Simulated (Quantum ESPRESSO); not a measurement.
## NaMnSe2: spin-resolved density of states

Aim: the densities of states of NaMnSe2 in the lowest state of several starts.

Program: Quantum ESPRESSO 7.5. Level of theory: PBEsol with U = 5 eV on Mn d (ortho-atomic projectors); plane waves with GBRV 1.5 PBEsol potentials, no spin-orbit coupling. Results are calculated unless marked as measured.

### 1. Starting point

It takes space group P3m1 (No. 156, trigonal). Conventional cell: a = 4.026 Å, b = 4.026 Å, c = 7.234 Å, α = 90.00°, β = 90.00°, γ = 120.00°. Na has 6 Se at 2.92 to 3.16 Å nearest. Nearest to Mn lie 4 Se at 2.30 to 2.54 Å. Nearest to Se lie 1 Mn at 2.30 Å and 3 Na at 2.92 Å. Nearest to Se lie 3 Mn at 2.54 Å and 3 Na at 3.16 Å. Farther neighbours and most contacts between anions are not listed.

The cell comes from Materials Project 2023-11-01, a database of computed structures, and need not be the stable phase.

### 2. Ground-state run

This state came out lowest in a comparison of starts that is told elsewhere.

pw.in reads:

```
&CONTROL
  calculation = 'scf'
  prefix = 'pwscf'
  outdir = './tmp'
  pseudo_dir = './pseudo'
  disk_io = 'low'
/
&SYSTEM
  ibrav = 0
  celldm(1) = 8
  nat = 4
  ntyp = 3
  ecutwfc = 40
  ecutrho = 280
  nbnd = 33
  occupations = 'smearing'
  smearing = 'fd'
  degauss = 0.00999582
  nspin = 2
  starting_magnetization(1) = 0
  starting_magnetization(2) = 0.3
  starting_magnetization(3) = 0
/
&ELECTRONS
  conv_thr = 8d-09
  electron_maxstep = 150
  mixing_beta = 0.3
/
ATOMIC_SPECIES
Na     22.9898 na_pbesol_v1.5.uspp.F.UPF
Mn     54.9380 mn_pbesol_v1.5.uspp.F.UPF
Se     78.9710 se_pbesol_v1.uspp.F.UPF
CELL_PARAMETERS alat
   0.9509473653283    0.0000000000000    0.0000000000000
  -0.4754736826642    0.8235445760341    0.0000000000000
   0.0000000000000    0.0000000000000    1.7088172097527
ATOMIC_POSITIONS crystal
Na      0.0000000000    0.0000000000    0.7728810000
Mn      0.3333333300    0.6666666700    0.3343830000
Se      0.3333333300    0.6666666700    0.0171180000
Se      0.6666666700    0.3333333300    0.4765180000
K_POINTS automatic
6 6 6 0 0 0
HUBBARD {ortho-atomic}
U Mn-3d 5.0000
```

Run with:

```sh
OMP_NUM_THREADS=1 mpirun -n 4 pw.x -nk 4 -in pw.in > pw.out
```

What it wrote:

```text
Program PWSCF v.7.5 starts

     Message from routine setup:
     using ibrav=0 with symmetry is DISCOURAGED, use correct ibrav instead

     K-points division:     npool     =       4
     Subspace diagonalization in iterative solution of the eigenvalue problem:

     bravais-lattice index     =            0
     lattice parameter (alat)  =       8.0000  a.u.
     unit-cell volume          =     685.1871 (a.u.)^3
     number of atoms/cell      =            4
     number of atomic types    =            3
     number of electrons       =        36.00
     number of Kohn-Sham states=           33
     kinetic-energy cutoff     =      40.0000  Ry
     charge density cutoff     =     280.0000  Ry
     scf convergence threshold =      8.0E-09
     mixing beta               =       0.3000
     number of iterations used =            8  plain     mixing
     Exchange-correlation= SLA  PW   PSX  PSC
                           (   1   4  10   8   0   0   0)
     Hubbard projectors: ortho-atomic
     Hubbard parameters of DFT+U (Dudarev formulation) in eV:
     U(Mn-3d) =  5.0000

     Internal variables: lda_plus_u =T, lda_plus_u_kind = 0

     Internal variables: orbital_resolved =F, hub_pot_fix =F, apply_U = F

     celldm(1)=   8.000000  celldm(2)=   0.000000  celldm(3)=   0.000000
     celldm(4)=   0.000000  celldm(5)=   0.000000  celldm(6)=   0.000000

     crystal axes: (cart. coord. in units of alat)
               a(1) = (   0.950947   0.000000   0.000000 )
               a(2) = (  -0.475474   0.823545   0.000000 )
               a(3) = (   0.000000   0.000000   1.708817 )

     reciprocal axes: (cart. coord. in units 2 pi/alat)
               b(1) = (  1.051583  0.607132 -0.000000 )
               b(2) = (  0.000000  1.214263  0.000000 )
               b(3) = (  0.000000 -0.000000  0.585200 )

     PseudoPot. # 1 for Na read from file:
     na_pbesol_v1.5.uspp.F.UPF
     Pseudo is Ultrasoft, Zval =  9.0

     PseudoPot. # 2 for Mn read from file:
     mn_pbesol_v1.5.uspp.F.UPF
     Pseudo is Ultrasoft + core correction, Zval = 15.0

     PseudoPot. # 3 for Se read from file:
     se_pbesol_v1.uspp.F.UPF
     Pseudo is Ultrasoft + core correction, Zval =  6.0

     atomic species   valence    mass     pseudopotential
     Na                9.00    22.98980     Na( 1.00)
     Mn               15.00    54.93800     Mn( 1.00)
     Se                6.00    78.97100     Se( 1.00)

     Starting magnetic structure
     atomic species   magnetization
     Na              0.000
     Mn              0.300
     Se              0.000

      6 Sym. Ops. (no inversion) found

   Cartesian axes

     site n.     atom                  positions (alat units)
         1        Na     tau(   1) = (   0.0000000   0.0000000   1.3207124  )
         2        Mn     tau(   2) = (  -0.0000000   0.5490297   0.5713994  )
         3        Se     tau(   3) = (  -0.0000000   0.5490297   0.0292515  )
         4        Se     tau(   4) = (   0.4754737   0.2745149   0.8142822  )

     number of k points=    34  Fermi-Dirac smearing, width (Ry)=  0.0100
                       cart. coord. in units 2pi/alat
        k(    1) = (   0.0000000   0.0000000   0.0000000), wk =   0.0046296
        k(    2) = (   0.0000000   0.0000000   0.0975333), wk =   0.0092593
        k(    3) = (   0.0000000   0.0000000   0.1950667), wk =   0.0092593
        k(    4) = (   0.0000000   0.0000000  -0.2926000), wk =   0.0046296
        k(    5) = (   0.0000000   0.2023772   0.0000000), wk =   0.0277778
        [... 29 further k-points ...]

     Dense  grid:    54259 G-vectors     FFT dimensions: (  45,  45,  75)

     Smooth grid:    23443 G-vectors     FFT dimensions: (  32,  32,  60)

     Check: negative core charge=   -0.000015
     Generating pointlists ...
     new r_m :   0.2845 (alat units)  2.2759 (a.u.) for type    1
     new r_m :   0.2236 (alat units)  1.7891 (a.u.) for type    2
     new r_m :   0.2236 (alat units)  1.7891 (a.u.) for type    3

     Initial potential from superposition of free atoms

     starting charge      35.4934, renormalised to      36.0000

     STARTING HUBBARD OCCUPATIONS:

     =================== HUBBARD OCCUPATIONS ===================
     ------------------------ ATOM    2 ------------------------
     Tr[ns(  2)] (up, down, total) =   5.00000  0.00000  5.00000
     Atomic magnetic moment for atom   2 =   5.00000
     [... lines left out ...]
     Number of occupied Hubbard levels =    5.0000

     Atomic wfc used for Hubbard projectors are orthogonalized

     Starting wfcs are   26 randomized atomic wfcs +    7 random wfcs

     Self-consistent Calculation

     iteration #  1     ecut=    40.00 Ry     beta= 0.30
     Davidson diagonalization with overlap
     ethr =  1.00E-02,  avg # of iterations =  6.7

     =================== HUBBARD OCCUPATIONS ===================
     ------------------------ ATOM    2 ------------------------
     Tr[ns(  2)] (up, down, total) =   4.80018  0.23764  5.03782
     Atomic magnetic moment for atom   2 =   4.56253
     [... lines left out ...]
     Number of occupied Hubbard levels =    5.0378

     Threshold (ethr) on eigenvalues was too large:
     Diagonalizing with lowered threshold

     Davidson diagonalization with overlap
     ethr =  8.82E-04,  avg # of iterations =  1.2

     total energy              =    -392.82821384 Ry
     estimated scf accuracy    <       0.32261167 Ry

     total magnetization       =     4.23 Bohr mag/cell
     absolute magnetization    =     5.08 Bohr mag/cell

     iteration #  2     ecut=    40.00 Ry     beta= 0.30
     Davidson diagonalization with overlap
     ethr =  8.96E-04,  avg # of iterations =  1.5

     total energy              =    -392.86481805 Ry
     estimated scf accuracy    <       0.05714268 Ry

     total magnetization       =     4.39 Bohr mag/cell
     absolute magnetization    =     5.09 Bohr mag/cell

     [... further iterations left out ...]

     iteration # 12     ecut=    40.00 Ry     beta= 0.30
     Davidson diagonalization with overlap
     ethr =  8.56E-10,  avg # of iterations =  2.2

     negative rho (up, down):  0.000E+00 4.891E-04

     total energy              =    -392.87992024 Ry
     estimated scf accuracy    <       0.00000006 Ry

     total magnetization       =     4.08 Bohr mag/cell
     absolute magnetization    =     5.43 Bohr mag/cell

     iteration # 13     ecut=    40.00 Ry     beta= 0.30
     Davidson diagonalization with overlap
     ethr =  1.56E-10,  avg # of iterations =  3.5

     negative rho (up, down):  0.000E+00 4.891E-04

     Magnetic moment per site  (integrated on atomic sphere of radius R)
     atom   1 (R=0.284)  charge=  8.1882  magn=  0.0013
     atom   2 (R=0.224)  charge= 12.6904  magn=  4.1537
     atom   3 (R=0.224)  charge=  3.1400  magn= -0.2918
     atom   4 (R=0.224)  charge=  3.1829  magn= -0.0771

     End of self-consistent calculation

     =================== HUBBARD OCCUPATIONS ===================
     ------------------------ ATOM    2 ------------------------
     Tr[ns(  2)] (up, down, total) =   4.91433  0.32877  5.24311
     Atomic magnetic moment for atom   2 =   4.58556
     [... lines left out ...]
     Number of occupied Hubbard levels =    5.2431

     [... lines left out ...]
     the Fermi energy is     4.2308 ev

!    total energy              =    -392.87992027 Ry
     estimated scf accuracy    <          2.1E-09 Ry
     smearing contrib. (-TS)   =      -0.00845556 Ry
     internal energy E=F+TS    =    -392.87146471 Ry

     The total energy is F=E-TS. E is the sum of the following terms:
     one-electron contribution =    -263.08696855 Ry
     hartree contribution      =     139.94323381 Ry
     xc contribution           =     -99.35844589 Ry
     ewald contribution        =    -170.44027705 Ry
     Hubbard energy            =       0.07099297 Ry

     total magnetization       =     4.08 Bohr mag/cell
     absolute magnetization    =     5.43 Bohr mag/cell

     convergence has been achieved in  13 iterations

=------------------------------------------------------------------------------=
   JOB DONE.
=------------------------------------------------------------------------------=
```

Wall time 26 s (4 MPI ranks of AMD EPYC 9R45, shared host); peak memory 0.69 GiB; 1.7 min of CPU time.

Spin moment in the atom's sphere by atom:

```csv
atom,spin moment in the atom's sphere (μB)
Na1,0.00
Mn2,4.15
Se3,-0.29
Se4,-0.08
```

Numbers from this step:

- smearing term TS: 0.1150 eV
- magnetization: 4.081 μB
- absolute magnetization: 5.427 μB
- final state: ferromagnetic

### 3. Post-processing

projwfc.in reads:

```
&PROJWFC
  prefix = 'pwscf'
  outdir = './tmp'
  filpdos = 'pdos'
  ngauss = 0
  degauss = 0.01
  DeltaE = 0.05
  Emin = -4.77
  Emax = 9.23
/
```

Run with:

```sh
OMP_NUM_THREADS=1 mpirun -n 4 projwfc.x -nk 4 -in projwfc.in > projwfc.out
```

What it wrote:

```text
[banner, memory and clock lines left out]
Program PROJWFC v.7.5 starts

     [... lines left out ...]
     IMPORTANT: XC functional enforced from input :
     Exchange-correlation= PBESOL
                           (   1   4  10   8   0   0   0)
     Any further DFT definition will be discarded
     Please, verify this is what you really want

     G-vector sticks info

     Check: negative core charge=   -0.000015

     negative rho (up, down):  0.000E+00 4.891E-04

     Gaussian broadening (read from input): ngauss,degauss=   0    0.010000

     Calling projwave ....

  Problem Sizes
  natomwfc =           26
  nbnd     =           33
  nkstot   =           68
  npwx     =         2949
  nkb      =           67

     Atomic states used for projection
     (read from pseudopotential files):

     state #   1: atom   1 (Na ), wfc  1 (l=0 m= 1)
     state #   2: atom   1 (Na ), wfc  2 (l=1 m= 1)
     state #   3: atom   1 (Na ), wfc  2 (l=1 m= 2)
     state #   4: atom   1 (Na ), wfc  2 (l=1 m= 3)
     state #   5: atom   1 (Na ), wfc  3 (l=0 m= 1)
     state #   6: atom   2 (Mn ), wfc  1 (l=0 m= 1)
     state #   7: atom   2 (Mn ), wfc  2 (l=1 m= 1)
     state #   8: atom   2 (Mn ), wfc  2 (l=1 m= 2)
     state #   9: atom   2 (Mn ), wfc  2 (l=1 m= 3)
     state #  10: atom   2 (Mn ), wfc  3 (l=0 m= 1)
     state #  11: atom   2 (Mn ), wfc  4 (l=2 m= 1)
     state #  12: atom   2 (Mn ), wfc  4 (l=2 m= 2)
     state #  13: atom   2 (Mn ), wfc  4 (l=2 m= 3)
     state #  14: atom   2 (Mn ), wfc  4 (l=2 m= 4)
     state #  15: atom   2 (Mn ), wfc  4 (l=2 m= 5)
     state #  16: atom   2 (Mn ), wfc  5 (l=1 m= 1)
     state #  17: atom   2 (Mn ), wfc  5 (l=1 m= 2)
     state #  18: atom   2 (Mn ), wfc  5 (l=1 m= 3)
     state #  19: atom   3 (Se ), wfc  1 (l=0 m= 1)
     state #  20: atom   3 (Se ), wfc  2 (l=1 m= 1)
     state #  21: atom   3 (Se ), wfc  2 (l=1 m= 2)
     state #  22: atom   3 (Se ), wfc  2 (l=1 m= 3)
     state #  23: atom   4 (Se ), wfc  1 (l=0 m= 1)
     state #  24: atom   4 (Se ), wfc  2 (l=1 m= 1)
     state #  25: atom   4 (Se ), wfc  2 (l=1 m= 2)
     state #  26: atom   4 (Se ), wfc  2 (l=1 m= 3)

 [... projections of the bands left out ...]

Lowdin Charges:

     Atom #   1: total charge =   8.3549, s =  2.3571, p =  5.9978, d =  0.0000,
                 spin up      =   4.1893, s =  1.1905,
                 spin up      =   4.1893, p =  2.9987, pz=  0.9996, px=  0.9996, py=  0.9996,
                 spin up      =   4.1893, d =  0.0000, dz2=  0.0000, dxz=  0.0000, dyz=  0.0000, dx2-y2=  0.0000, dxy=  0.0000,
                 spin down    =   4.1656, s =  1.1666,
                 spin down    =   4.1656, p =  2.9990, pz=  0.9997, px=  0.9997, py=  0.9997,
                 spin down    =   4.1656, d =  0.0000, dz2=  0.0000, dxz=  0.0000, dyz=  0.0000, dx2-y2=  0.0000, dxy=  0.0000,
                 polarization =   0.0236, s =  0.0240, p = -0.0003, d =  0.0000,
     Atom #   2: total charge =  15.1584, s =  2.5885, p =  7.3268, d =  5.2431,
                 spin up      =   9.9877, s =  1.3362,
                 spin up      =   9.9877, p =  3.7372, pz=  1.2775, px=  1.2299, py=  1.2299,
                 spin up      =   9.9877, d =  4.9143, dz2=  0.9772, dxz=  0.9796, dyz=  0.9796, dx2-y2=  0.9890, dxy=  0.9890,
                 spin down    =   5.1707, s =  1.2523,
                 spin down    =   5.1707, p =  3.5896, pz=  1.2188, px=  1.1854, py=  1.1854,
                 spin down    =   5.1707, d =  0.3288, dz2=  0.1019, dxz=  0.0676, dyz=  0.0676, dx2-y2=  0.0458, dxy=  0.0458,
                 polarization =   4.8171, s =  0.0839, p =  0.1476, d =  4.5856,
     Atom #   3: total charge =   6.2516, s =  1.7144, p =  4.5372, d =  0.0000,
                 spin up      =   2.8223, s =  0.8562,
                 spin up      =   2.8223, p =  1.9661, pz=  0.7585, px=  0.6038, py=  0.6038,
                 spin up      =   2.8223, d =  0.0000, dz2=  0.0000, dxz=  0.0000, dyz=  0.0000, dx2-y2=  0.0000, dxy=  0.0000,
                 spin down    =   3.4293, s =  0.8582,
                 spin down    =   3.4293, p =  2.5711, pz=  0.8097, px=  0.8807, py=  0.8807,
                 spin down    =   3.4293, d =  0.0000, dz2=  0.0000, dxz=  0.0000, dyz=  0.0000, dx2-y2=  0.0000, dxy=  0.0000,
                 polarization =  -0.6070, s = -0.0020, p = -0.6050, d =  0.0000,
     Atom #   4: total charge =   6.1652, s =  1.6077, p =  4.5575, d =  0.0000,
                 spin up      =   2.9981, s =  0.8074,
                 spin up      =   2.9981, p =  2.1907, pz=  0.7988, px=  0.6960, py=  0.6960,
                 spin up      =   2.9981, d =  0.0000, dz2=  0.0000, dxz=  0.0000, dyz=  0.0000, dx2-y2=  0.0000, dxy=  0.0000,
                 spin down    =   3.1672, s =  0.8004,
                 spin down    =   3.1672, p =  2.3668, pz=  0.8344, px=  0.7662, py=  0.7662,
                 spin down    =   3.1672, d =  0.0000, dz2=  0.0000, dxz=  0.0000, dyz=  0.0000, dx2-y2=  0.0000, dxy=  0.0000,
                 polarization =  -0.1691, s =  0.0070, p = -0.1761, d =  0.0000,
     Spilling Parameter:   0.0019
```

Elapsed: 1.6 s, on 4 MPI ranks; peak memory 0.1 GiB.

The density of states has structure finer than the step of the table below, so its rows give means over 0.5 eV, whole bins alone (the curve runs from -9.00 to 5.05 eV). Peaks (eV: height): up -5.60: 6.27, -5.25: 8.23, -1.25: 3.1, -0.15: 2.31; down -1.40: 3.21, 2.90: 2.16, 3.50: 5.07, 4.00: 3.78; Na1 p up -2.20: 0.0011, -1.25: 0.0022, -0.65: 0.0011, -0.10: 0.001; Na1 p down -3.60: 8.0e-4, -2.55: 0.0017, -2.00: 0.0022, -1.40: 0.0014; Mn2 d up -5.25: 7.55.

Gaussian broadening of 0.136 eV on the SCF mesh. The density of states by energy, zero at the Fermi level; means over each step; 7 of 10 lines; values in states/eV/cell:

```csv
energy (eV),up,down,Na1 p up,Na1 p down,Mn2 d up,Mn2 d down,Se3 p up
-6.5,0,0,0,0,0,0,0
-6.0,0.658,0,5.1e-5,0,0.554,0,0.00766
-5.5,6.05,0,5.7e-4,0,5.33,0,0.162
-5.0,3.22,0,2.3e-4,0,2.95,0,0.0969
-4.5,0.0740,1.1e-4,0,0,0.0646,0,0.00119
-4.0,0.403,0.283,2.1e-4,1.8e-4,0.0435,0.00331,0.0296
-3.5,0.929,1.18,4.1e-4,6.3e-4,0.100,0.0199,0.134
-3.0,0.723,0.811,2.9e-4,4.4e-4,0.0569,0.0207,0.175
-2.5,0.627,2.07,3.7e-4,0.00145,0.0354,0.0777,0.180
-2.0,1.26,2.27,7.4e-4,0.00171,0.0904,0.135,0.334
-1.5,1.45,2.66,9.6e-4,0.00107,0.108,0.228,0.643
-1.0,1.90,1.40,9.7e-4,6.4e-4,0.142,0.0721,0.775
-0.5,1.85,1.10,7.8e-4,4.5e-4,0.129,0.0493,0.792
0.0,1.69,0.229,7.0e-4,5.0e-5,0.0992,0.0104,1.04
0.5,0.959,0,3.6e-4,0,0.0472,0,0.738
1.0,0.205,0,4.0e-5,0,0.0101,0,0.151
1.5,0,0,0,0,0,0,0
2.0,0.00697,0,0,0,0,0,1.5e-5
2.5,0.0207,0.182,0,5.2e-6,6.0e-5,0.104,9.5e-4
3.0,0.0322,1.52,0,6.5e-5,7.0e-5,1.01,0.00224
3.5,0.274,3.56,1.1e-4,1.9e-4,0.00148,2.78,0.0124
4.0,0.595,3.04,2.5e-4,1.2e-4,0.00327,2.48,0.0268
4.5,0.973,1.98,3.6e-4,1.5e-4,0.00510,1.52,0.0472
```

### 4. Outcome

| Quantity | Value |
| --- | --- |
| state | ferromagnetic |
| largest moment in a sphere | 4.15 μB |

In words: Distinct peaks of the density of states (up) stand at -5.60, -5.25, -2.20, -1.25 and -0.15 eV; the one at -5.25 eV is strongest. These are Kohn–Sham states without spin–orbit coupling, on the mesh of the self-consistent run. Energies are free energies at an electronic temperature of 1580 K, which lowers moments and differences where the moments are itinerant.

[Logs and program files are shortened in this print: banners, set-up blocks, solver, clock and traceback lines can be left out without a mark of their own.]

[Logs are printed without paths, hosts, clocks, repeated set-up lines and the standing remarks that a program may print on its own settings, such as how far it seeks lower states.]

[Hosts, paths, dates, database ids (printed as entryN), source tags and the programs' standing remarks are cut or masked in the printed files.]

[Where a cell is said to come from a database of computed structures, the database is the Materials Project.]
